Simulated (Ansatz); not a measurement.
# Mo: energies, forces and stress near the listed structure

A set of self-consistent runs on Mo under random distortions, swapped elements, distortions that keep the symmetry, to map its energy surface near the listed cell.

The COD entry's cell or inner coordinates are ideal or old and differ from later refinements, so a difference from it is no clean test against experiment.

Computed with Ansatz 0.2.0 (DFT PBE, scalar-relativistic, plane waves, PAW, unless a step's input says otherwise).

1 further run of the same task is left out (set aside as unsound or not needed).

**1. The starting structure**

It takes space group Im-3m (No. 229, cubic). The conventional cell has a = 3.142 Å, b = 3.142 Å, c = 3.142 Å, α = 90.00°, β = 90.00°, γ = 90.00°. Mo (site symmetry m-3m) has 8 Mo at 2.72 Å as nearest neighbours.

Coordinates:

```
CELL_PARAMETERS angstrom
-1.57100 1.57100 1.57100
1.57100 -1.57100 1.57100
1.57100 1.57100 -1.57100
ATOMIC_POSITIONS crystal
Mo 0.00000 0.00000 0.00000
```

The structure comes from the Crystallography Open Database.

**2. A random distortion, cell strained**

What differs from the listed cell: strain xx, yy, zz, yz, xz, xy = +1.4, +1.6, +0.7, +0.1, -0.1, +0.1 %.

input.yaml

```yaml
crystal:
  lattice:
    - [-1.59249128, 1.59484778, 1.58484051]
    - [1.59010336, -1.59308826, 1.58069307]
    - [1.59632452, 1.5969215, -1.58308099]
  atoms:
    - { symbol: Mo, position: [0.0, 0.0, 0.0] }
basis:
  ecutwfc: 420
kpoints:
  mp_grid: { grid: [16, 16, 16] }
hamiltonian:
  xc: pbe
scf:
  occupations: { method: gaussian, width: 0.1 }
output:
  forces: true
  stress: true
  eigenvalues: true
```

**3. Substitution of an element, cell strained: Mo → Ru, first probe**

input.yaml

```yaml
crystal:
  lattice:
    - [-1.5662031861, 1.5662031861, 1.5662031861]
    - [1.5662031861, -1.5662031861, 1.5662031861]
    - [1.5662031861, 1.5662031861, -1.5662031861]
  atoms:
    - { symbol: Ru, position: [0.0, 0.0, 0.0] }
basis:
  ecutwfc: 420
kpoints:
  mp_grid: { grid: [8, 8, 8] }
hamiltonian:
  xc: pbe
scf:
  occupations: { method: gaussian, width: 0.1 }
output:
  forces: true
  stress: true
  eigenvalues: true
```

**4. One element swapped, cell strained: Mo → Ru**

input.yaml, as its differences from that of step 3:

```diff
@@ -10,3 +10,3 @@
 kpoints:
-  mp_grid: { grid: [8, 8, 8] }
+  mp_grid: { grid: [18, 18, 18] }
 hamiltonian:
@@ -19 +19,2 @@
   eigenvalues: true
+  populations: true
```

**5. A change within the space group**

input.yaml

```yaml
crystal:
  lattice:
    - [-1.53555824, 1.53555824, 1.53555824]
    - [1.53555824, -1.53555824, 1.53555824]
    - [1.53555824, 1.53555824, -1.53555824]
  atoms:
    - { symbol: Mo, position: [0.0, 0.0, 0.0] }
basis:
  ecutwfc: 420
kpoints:
  mp_grid: { grid: [18, 18, 18] }
hamiltonian:
  xc: pbe
scf:
  occupations: { method: gaussian, width: 0.1 }
output:
  forces: true
  stress: true
  eigenvalues: true
```

Q: Predict the outcome of this session. Wanted: for each run, case; energy; pressure; largest force.

**Answer**, as computed:

```
step                                         case  energy (meV/atom)  pressure (GPa)  largest force (eV/Å)  gap on the mesh (eV)
   2           a random distortion, cell strained               +0.0            -5.0                  0.00                  0.00
   4  one element swapped, cell strained: Mo → Ru                n/a           -17.9                  0.00                  0.00
   5              a change within the space group            +101.7*            26.9                  0.00                  0.00
```

Energies are counted from step 2, with the smearing taken to zero; a star marks another k mesh, which can shift energies by itself, so starred rows don't rank against the others. Other atoms or functionals have another zero of energy (n/a). A gap of 0.00 means none on the mesh at this level.

**Reading.** With one atom in the cell, moving it shifts the whole crystal, so no force arises from that. The distorted cells of the listed formula and level show no gap on the mesh.
